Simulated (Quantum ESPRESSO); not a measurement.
The system is MgSi.

```
Si Mg
1.0
     2.90839    0.00000    0.00000
     0.00000    2.90839    0.00000
     0.00000    0.00000    4.10343
Si Mg
1 1
Direct
  0.50000 0.50000 0.50000
  0.00000 0.00000 0.00000
```

The cell comes from a database or a generator and needn't be the stable form of this composition.

Below is the output of Quantum ESPRESSO 7.5 for this cell. Logs are shortened: lines on timing, memory, paths and dates and some standing lists are left out, and cuts for length are marked.

```text
This program is part of the open-source Quantum ESPRESSO suite
     for quantum simulation of materials; please cite
[... 13 lines left out ...]
     --------------------
     sticks:   dense  smooth     PW     G-vecs:    dense   smooth      PW
     Sum         989     497    149                33279    11891    1983

     Using Slab Decomposition

     bravais-lattice index     =            0
     lattice parameter (alat)  =       8.0000  a.u.
     unit-cell volume          =     234.2339 (a.u.)^3
     number of atoms/cell      =            2
     number of atomic types    =            2
     number of electrons       =        14.00
     number of Kohn-Sham states=           13
     kinetic-energy cutoff     =      52.0000  Ry
     charge density cutoff     =     414.0000  Ry
     scf convergence threshold =      4.0E-10
     mixing beta               =       0.5000
     number of iterations used =            8  plain     mixing
     energy convergence thresh.=      1.0E-05
     force convergence thresh. =      4.0E-04
     press convergence thresh. =      3.0E-01
     Exchange-correlation= SLA  PW   PSX  PSC
                           (   1   4  10   8   0   0   0)
     nstep                     =           40

     celldm(1)=   8.000000  celldm(2)=   0.000000  celldm(3)=   0.000000
     celldm(4)=   0.000000  celldm(5)=   0.000000  celldm(6)=   0.000000

     crystal axes: (cart. coord. in units of alat)
               a(1) = (   0.687009   0.000000   0.000000 )
               a(2) = (   0.000000   0.687009   0.000000 )
               a(3) = (   0.000000   0.000000   0.969294 )

     reciprocal axes: (cart. coord. in units 2 pi/alat)
               b(1) = (  1.455586  0.000000  0.000000 )
               b(2) = (  0.000000  1.455586  0.000000 )
               b(3) = (  0.000000  0.000000  1.031679 )

     PseudoPot. # 1 for Si read from file:
     si_pbesol_v1.uspp.F.UPF
     Pseudo is Ultrasoft + core correction, Zval =  4.0
     Generated by new atomic code, or converted to UPF format
     Using radial grid of  899 points,  6 beta functions with:
                l(1) =   0
                l(2) =   0
                l(3) =   1
                l(4) =   1
                l(5) =   2
[... 3354 lines left out ...]

     PseudoPot. # 1 for Si read from file:
     si_pbesol_v1.uspp.F.UPF
     Pseudo is Ultrasoft + core correction, Zval =  4.0
     Generated by new atomic code, or converted to UPF format
     Using radial grid of  899 points,  6 beta functions with:
                l(1) =   0
                l(2) =   0
                l(3) =   1
                l(4) =   1
                l(5) =   2
                l(6) =   2
     Q(r) pseudized with  8 coefficients,  rinner =    0.900   0.900   0.900
                                                       0.900   0.900

     PseudoPot. # 2 for Mg read from file:
     mg_pbesol_v1.4.uspp.F.UPF
     Pseudo is Ultrasoft, Zval = 10.0
     Generated by new atomic code, or converted to UPF format
     Using radial grid of  821 points,  7 beta functions with:
                l(1) =   0
                l(2) =   0
                l(3) =   0
                l(4) =   1
                l(5) =   1
                l(6) =   2
                l(7) =   2
     Q(r) pseudized with  8 coefficients,  rinner =    1.200   1.200   1.200
                                                       1.200   1.200

     atomic species   valence    mass     pseudopotential
     Si                4.00    28.08500     Si( 1.00)
     Mg               10.00    24.30500     Mg( 1.00)

     16 Sym. Ops., with inversion, found

   Cartesian axes

     site n.     atom                  positions (alat units)
         1        Si     tau(   1) = (   0.3322407   0.3322407   0.4519230  )
         2        Mg     tau(   2) = (   0.0000000   0.0000000   0.0000000  )

     number of k points=    60  Fermi-Dirac smearing, width (Ry)=  0.0037
                       cart. coord. in units 2pi/alat
        k(    1) = (   0.0000000   0.0000000   0.0000000), wk =   0.0035273
        k(    2) = (   0.0000000   0.0000000   0.1580548), wk =   0.0070547
        k(    3) = (   0.0000000   0.0000000   0.3161095), wk =   0.0070547
        k(    4) = (   0.0000000   0.0000000   0.4741643), wk =   0.0070547
        k(    5) = (   0.0000000   0.1672148   0.0000000), wk =   0.0141093
        k(    6) = (   0.0000000   0.1672148   0.1580548), wk =   0.0282187
[... 52 lines left out ...]
        k(   59) = (   0.6688592   0.6688592   0.3161095), wk =   0.0282187
        k(   60) = (   0.6688592   0.6688592   0.4741643), wk =   0.0282187

     Dense  grid:    29059 G-vectors     FFT dimensions: (  36,  36,  48)

     Smooth grid:    10337 G-vectors     FFT dimensions: (  25,  25,  36)

     Initial potential from superposition of free atoms

     starting charge      13.6991, renormalised to      14.0000
     Starting wfcs are    9 randomized atomic wfcs +    4 random wfcs

     Self-consistent Calculation

     iteration #  1     ecut=    52.00 Ry     beta= 0.50
     Davidson diagonalization with overlap
     c_bands:  1 eigenvalues not converged
     c_bands:  1 eigenvalues not converged
     c_bands:  1 eigenvalues not converged
     c_bands:  1 eigenvalues not converged
     c_bands:  1 eigenvalues not converged
     c_bands:  1 eigenvalues not converged
     c_bands:  1 eigenvalues not converged
     c_bands:  1 eigenvalues not converged
     c_bands:  1 eigenvalues not converged
     c_bands:  1 eigenvalues not converged
     c_bands:  1 eigenvalues not converged
     c_bands:  1 eigenvalues not converged
[... 385 lines left out ...]
          total   stress  (Ry/bohr**3)                   (kbar)     P=       99.70
   0.00067867   0.00000000   0.00000000           99.84        0.00        0.00
   0.00000000   0.00067867   0.00000000            0.00       99.84        0.00
   0.00000000   0.00000000   0.00067590            0.00        0.00       99.43

=------------------------------------------------------------------------------=
   JOB DONE.
=------------------------------------------------------------------------------=
```

Question: Write the input and the command behind it.

Answer: Relaxation of cell and atoms with PBEsol, no spin polarisation. The files as run (others can give the same):

pw.in
```
&CONTROL
  calculation = 'vc-relax'
  prefix = 'pwscf'
  outdir = './tmp'
  pseudo_dir = './pseudo'
  tprnfor = .true.
  tstress = .true.
  disk_io = 'low'
  nstep = 40
  forc_conv_thr = 0.0004
  etot_conv_thr = 1d-05
/
&SYSTEM
  ibrav = 0
  celldm(1) = 8
  nat = 2
  ntyp = 2
  ecutwfc = 52
  ecutrho = 414
  nbnd = 13
  occupations = 'smearing'
  smearing = 'fd'
  degauss = 0.00367493
/
&ELECTRONS
  conv_thr = 4d-10
  electron_maxstep = 120
  mixing_beta = 0.5
/
&IONS
  ion_dynamics = 'bfgs'
/
&CELL
  cell_dynamics = 'bfgs'
  press = 100
  press_conv_thr = 0.3
/
ATOMIC_SPECIES
Si    28.0850 si_pbesol_v1.uspp.F.UPF
Mg    24.3050 mg_pbesol_v1.4.uspp.F.UPF
CELL_PARAMETERS alat
  0.6870085153131   0.0000000000000   0.0000000000000
  0.0000000000000   0.6870085153131   0.0000000000000
  0.0000000000000   0.0000000000000   0.9692941502993
ATOMIC_POSITIONS crystal
Si     0.5000000000    0.5000000000    0.5000000000
Mg     0.0000000000    0.0000000000    0.0000000000
K_POINTS automatic
9 9 7 0 0 0
```

Potentials or basis: GBRV 1.5 PBEsol.
Command:
```sh
$ OMP_NUM_THREADS=1 mpirun -n 2 pw.x -nk 2 -in pw.in > pw.out
```
